How wide is the gap between the filled and the empty levels of a crystal of tin and oxygen? The answer ought to belong to the crystal, yet ten calculations on the same arrangement of atoms range from almost metallic to clearly insulating. To see why, we must ask what each method lets an electron feel, and how freely it lets the electron's wave take its shape.

The crystal is a flat, hypothetical form of SnO. Each tin atom has three oxygen neighbours in its own plane and two somewhat farther away, above and below. By the usual chemistry of tin(II), the highest filled levels mix tin 5s with oxygen 2p, and the lowest empty ones are mainly tin 5p. In ordinary SnO the tin 5s pair leans to one side by mixing with 5p, which pushes filled and empty levels apart. The mirror plane of the flat sheet forbids such a lean, which may help to keep the gap small, though no calculation here tests it.

SnO (P6_3/mmc, 4 atoms per cell, periodic in three directions) by the methods named in the rows, without spin polarisation or spin-orbit coupling. Gaps and times are from single points on the r2SCAN-relaxed cell, with k meshes that differ between runs. Volumes are from each method's own relaxation or energy curve, and bulk moduli are at fixed cell shape.

| name | kind | band gap (eV) | volume per atom (Å³) | bulk modulus (GPa) | atoms computed | rough processor time, order of size (s) |
| --- | --- | --- | --- | --- | --- | --- |
| PBE coarse-settings | low cutoff and mesh | 0.300 | n/a | n/a | 4 | 1 |
| GFN1-xTB tblite | tight binding | 2.965 | n/a | n/a | 72 | 2 |
| PM6 | semi-empirical | 3.392 | n/a | n/a | 72 | 3 |
| PBE | semilocal | 0.414 | 19.736 | 72.90 | 4 | 8 |
| PBE SZV | small basis | 0.141 | 21.228 | 76.60 | 4 | 10 |
| PM7 | semi-empirical | 3.645 | n/a | n/a | 72 | 20 |
| PBE sz-orbitals | small basis | 0.082 | n/a | n/a | 4 | 20 |
| r2SCAN | semilocal | 0.578 | 19.108 | 81.00 | 4 | 20 |
| PBE DZVP | small basis | 0.345 | 20.209 | 74.10 | 4 | 20 |
| GLLB-SC | model potential | 1.107 | n/a | n/a | 4 | 40 |

The band gap is the energy from the highest filled to the lowest empty level. The volume per atom is the one each method prefers, and the bulk modulus measures the resistance to compression, here with the shape of the cell held fixed. The largest gap is about 44 times the smallest, and the rough processor time barely orders the gaps: the rank correlation between the two is −0.07. A better order appears when PBE with plane waves at full settings, at 0.41 eV, is taken as the centre. Calculations that keep PBE but describe the electron waves less completely lie below it, and those that change the physical model lie above it.

**What an added electron feels**

The helium atom shows the central difficulty in its simplest form. Each of its two electrons is repelled by one other electron, whereas a third electron would be repelled by two. Hartree–Fock theory keeps this distinction, so its empty levels lie high above its filled ones. PBE makes filled and empty levels obey one common potential, and its gap comes out small. The comparison ends where the solid begins, because helium has no neighbours that could respond to the added charge.

In a solid the surrounding electrons do respond. They move away from an added electron and towards the hole left by a removed one, and this screening lowers the cost of both. Hartree–Fock levels leave it out, so they usually give solids gaps that are far too large. PM6 and PM7 are simplified, fitted methods of the Hartree–Fock type, and they give 3.4 and 3.6 eV.

PBE errs in the other direction. In exact density functional theory the true gap is the gap between the levels plus a jump of the potential when an electron is added. PBE's smooth potential has no such jump. r2SCAN also depends on the kinetic energy density of the electrons, which brings part of the effect into the levels, and its gap is 0.16 eV larger. GLLB-SC is built to estimate the jump itself and reaches 1.11 eV. The order of these three is the one that theory leads us to expect; which of them is nearest to nature the table can't decide, and spin-orbit coupling, left out throughout, would also shift the tin 5p levels.

GFN1-xTB gives 2.97 eV, close to PM6, but for another reason. It contains no Fock exchange, so the argument from helium doesn't apply to it. Its levels follow from parameters fitted mainly to molecules, and the large gap must arise from that scheme. The agreement of these three methods is therefore no evidence that the crystal has a gap near 3 eV. All three also build their waves from small sets of functions, but their parameters were fitted together with those sets, so the effect of the basis can't be separated here from that of the model.

These three calculations treat a block of 72 atoms instead of a fine mesh of electron wavelengths. A block can overestimate a gap if the wave at the band edge doesn't fit into it. Here the block repeats the cell three times along each direction in the plane and twice along the axis. That admits the point H, a corner of the Brillouin zone, where the PBE calculations that report a position find the gap. At H itself, then, each of these methods has a gap at least as large as its value in the table, far above that of PBE. Whether its own band edges lie at some other point, which the block leaves out, isn't shown.

**Why a poor basis closes the gap**

A basis is the set of functions from which electron waves are built. In a fixed potential, taking functions away can only raise the levels, since each wave loses some freedom to lower its energy. The gap may then grow or shrink, depending on which edge rises more. With the minimal basis SZV it is 0.14 eV, and with the other minimal set, sz-orbitals, only 0.08 eV. If the potential is nearly the same, the filled edge must have risen more than the empty one.

Oxygen is the likely culprit, though no calculation here isolates it. An oxide ion carries extra charge, and its 2p cloud is wider than that of a neutral atom. A minimal basis offers one radial shape for that cloud, which can't serve both the compact inner part and the wide outer part. The filled levels with oxygen character then lie too high. DZVP adds a second radial shape and functions that let the cloud deform, and it restores 0.20 eV of the gap.

DZVP still lies 0.07 eV below plane-wave PBE. This remainder isn't purely a matter of basis, because the two kinds of calculation also represent the atomic cores differently. The coarse-settings row, at 0.30 eV, seems to belong to the same family: a low cutoff removes the sharpest waves, which compact oxygen orbitals need. Its mesh was coarsened at the same time, but both meshes contain the point H, where this run finds its gap, so a missed band edge can't explain the difference. The levels themselves say more. Compared with full settings, the filled edge lies 0.07 eV higher, as a loss of functions would make it, but the empty edge lies 0.04 eV lower. In a fixed potential a loss of functions can't lower a level, so the potential must have changed as well. The low cutoff, which the run itself flags as below the recommended value, is the likely main cause, though cutoff and mesh weren't changed one at a time.

**Why volume and stiffness tell another story**

The volume depends on the total energy of the filled states, and the empty levels have no part in it. PBE tends to bind solids somewhat too weakly, and it prefers a cell about 3 % larger than that of r2SCAN. SZV expands the cell by a further 7.6 % relative to PBE. A likely cause, beside the different treatment of the cores, is that bonding distorts the electron clouds, and a rigid basis pays most where the distortion is strongest, at short distances. The energy minimum then moves outward.

A larger cell is normally a softer one, and a short estimate shows how much softer. Let B be the bulk modulus, V the volume per atom and B′ the rate at which B rises with pressure, roughly 4 in many solids. A small compression raises the pressure by dP = −B dV/V, so B changes by dB = B′ dP = −B′ B dV/V. Adding up such steps from the PBE values gives

B(V) = B(PBE) × [V(PBE)/V]⁴.

For r2SCAN the volume ratio is 19.736/19.108 = 1.033, and its fourth power is 1.14. Multiplied by PBE's 72.9 GPa this gives 83 GPa, while the calculation gives 81 GPa. Nothing was fitted to these rows. If B′ is indeed near 4, the smaller volume is enough to account for the greater stiffness of r2SCAN, and the numbers don't call for a different kind of bond.

SZV breaks the rule. At its large volume the estimate is 54 GPa, but the calculation gives 77 GPa, more than PBE itself. The probable reason is the same rigidity that enlarges the cell. When a crystal is squeezed, its electrons rearrange and so reduce the rise in energy; functions of fixed shape hinder this, and the crystal seems harder. DZVP also exceeds its estimate, 72.9 × (19.736/20.209)⁴ ≈ 66 GPa, but by only 8 GPa. That fits a more flexible basis, though the different treatment of the cores may contribute to both excesses.

A near-normal modulus is therefore no proof of a sound calculation. SZV differs from PBE by only 5 % in stiffness, yet it loses two thirds of the gap. A cell that is too large should soften the crystal, a basis that is too rigid probably hardens it, and the two errors would then largely cancel. The gap has no such protection: it is a small difference between two levels, and a shift of a few tenths of an electronvolt can nearly close it. The printed output after this text lists these comparisons row by row.

The distinction matters for electronics, where ordinary SnO serves as a transistor channel that conducts by holes. The gap helps to decide how well such a channel can be switched off. For the flat crystal, a minimal basis would suggest a channel that leaks heavily, and PM7 would suggest a good insulator, although the atoms stand in the same places.

A practical rule follows for a small-gap crystal of this kind: settle the basis first, and only then compare physical models. Here the step from PBE to r2SCAN changes the gap by 0.16 eV, while either minimal basis shifts it by 0.27 eV or more. An error of that size can outweigh the very change that the other functional was chosen to bring.

Numerical output:

```
Each row against converged PBE:
                  row  gap difference in eV  gap ratio  volume difference in percent  modulus difference in percent
  PBE coarse-settings                -0.114     0.7246                           n/a                            n/a
      GFN1-xTB tblite                 2.551      7.162                           n/a                            n/a
                  PM6                 2.978      8.193                           n/a                            n/a
                  PBE                     0          1                             0                              0
              PBE SZV                -0.273     0.3406                          7.56                          5.075
                  PM7                 3.231      8.804                           n/a                            n/a
      PBE sz-orbitals                -0.332     0.1981                           n/a                            n/a
               r2SCAN                 0.164      1.396                        -3.182                          11.11
             PBE DZVP                -0.069     0.8333                         2.397                          1.646
              GLLB-SC                 0.693      2.674                           n/a                            n/a
Largest gap over smallest gap: 44.45
Rank correlation of rough cost and gap: -0.06667
Number of rows with rough cost 20 s: 4
Smallest gap among rows with rough cost 20 s in eV: 0.082
Largest gap among rows with rough cost 20 s in eV: 3.645
Gap of GLLB-SC less gap of r2SCAN in eV: 0.529
Smallest cluster gap less largest gap of the 4-atom rows in eV: 1.858
Gap gained from SZV to DZVP in eV: 0.204
Gap still missing from DZVP to plane-wave PBE in eV: 0.069
Volume of SZV above DZVP in percent: 5.042
Modulus expected at the r2SCAN volume from PBE in GPa: 82.97
Modulus computed with r2SCAN in GPa: 81
Modulus expected at the SZV volume from PBE in GPa: 54.47
Modulus computed with SZV in GPa: 76.6
```
